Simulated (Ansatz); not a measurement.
Runs of Ansatz 0.2.0 on PbO2. It takes space group Fm-3m (No. 225, cubic). Conventional cell: a = 5.404 Å, b = 5.404 Å, c = 5.404 Å, α = 90.00°, β = 90.00°, γ = 90.00°. Around Pb (site symmetry m-3m) lie 8 O at 2.34 Å. O (site symmetry -43m) is surrounded by 4 Pb at 2.34 Å. The cell comes from a database or a generator and needn't be the stable form of this composition.

```tsv
task	level	potentials or basis	spin	cutoff (eV)	smearing	driver	other keys	gap on the mesh (eV)	pressure (GPa)
density of states	BPBE	PseudoDojo standard (PBE files)	off	1143	tetrahedron	-	-	none	-0.5
electrostatic potential	LDA+D4	Ansatz PAW large core	off	420	fermi-dirac 0.05 eV	chain	kpoints.mp_grid.shift = [0.5, 0.5, 0.5]	none	-13.2
projected density of states	LDA+D4	PseudoDojo PBEsol	collinear, ferromagnetic start	1143	cold 0.025 eV	chain	-	none	(a)
density of states	BPBE	PseudoDojo standard	off	1143	tetrahedron	chain	-	none	-0.5
```

Alike in all rows: cell as given; k mesh 9 × 9 × 9.

Fill in the values left out.

(a) -12.5.

Caveats: the potentials were made for another functional, which shifts forces and pressure (some runs); with tetrahedron occupations forces and stress needn't match the slope of the energy (some runs); pairwise dispersion overbinds metals, which lowers pressure and volume (some runs); the dispersion damping was fitted for another functional or another form of the correction (some runs); this set keeps more shells in the core, which shifts pressures and gaps (some runs); the starting moments weren't kept (some runs).

A k mesh can miss the band edges, and the runs leave out spin-orbit coupling on Pb.

A gap of «none» marks a metal or a gap under the smearing width.
